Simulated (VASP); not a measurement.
Here is a VASP 6.6.1 calculation.

POSCAR

```
Te
1.0
    4.3959849000      0.0000000000      0.0000000000
   -2.1979925000      3.8070346000      0.0000000000
    0.0000000000      0.0000000000      6.0036600000
Te
3
Direct
    0.2805424000      0.0000000000      0.3333333000
    0.0000001000      0.2805425000      0.6666667000
    0.7194575000      0.7194576000      0.0000000000
```

The input INCAR.step1:

```
SYSTEM = Te
PREC = Accurate ; ENCUT = 300
EDIFF = 1E-5 ; ISMEAR = 0
SIGMA = 0.01 ; LREAL = .FALSE.
LASPH = .TRUE. ; NELM = 60
ALGO = Normal ; ISIF = 2
LWAVE = .TRUE. ; MAGMOM = 0 0 0 0 0 0 0 0 0
LORBIT = 11 ; LSORBIT = .TRUE.
GGA_COMPAT = .FALSE. ; NBANDS = 31
GGA = PE
```

Contents of INCAR.step2:

```
SYSTEM = Te
PREC = Accurate ; ENCUT = 300
EDIFF = 1E-7 ; ISMEAR = 0
SIGMA = 0.01 ; LREAL = .FALSE.
LASPH = .TRUE. ; NELM = 60
ALGO = Normal ; ISIF = 2
LWAVE = .FALSE. ; LCHARG = .TRUE.
MAGMOM = 0 0 0 0 0 0 0 0 0 ; LORBIT = 11
LSORBIT = .TRUE. ; GGA_COMPAT = .FALSE.
GGA = PE ; LHFCALC = .TRUE.
HFSCREEN = 0.2 ; PRECFOCK = Fast
LVHAR = .TRUE. ; NBANDS = 31
ISTART = 1
```

KPOINTS

```
regular mesh
0
G
  3 3 2
  0 0 0
```

Potentials or basis: VASP PAW PBE potentials, release 64 (Te).

Command:

```sh
$ cat potpaw_PBE.64/Te/POTCAR > POTCAR
$ cp INCAR.step1 INCAR
$ mpirun -np 1 vasp_ncl > vasp.out
$ cp INCAR.step2 INCAR
$ mpirun -np 1 vasp_ncl > vasp.out
```

Q: Estimate the pressure.

A: -0.8 GPa.

Q: What does it give for the largest force?

A: 0.771 eV/Å.

Q: Estimate the net moment.

A: 0.00 μB per cell.

Stress tensor (GPa, compression positive):
```
-0.02  0.00  0.00
 0.00 -0.02  0.00
 0.00  0.00 -2.40
```

Caveat: the k mesh is coarse (spacing up to 0.55 Å⁻¹), so the values aren't converged, least of all with exact exchange; the PAW data sets were made with another functional, which shifts forces and pressure a little.
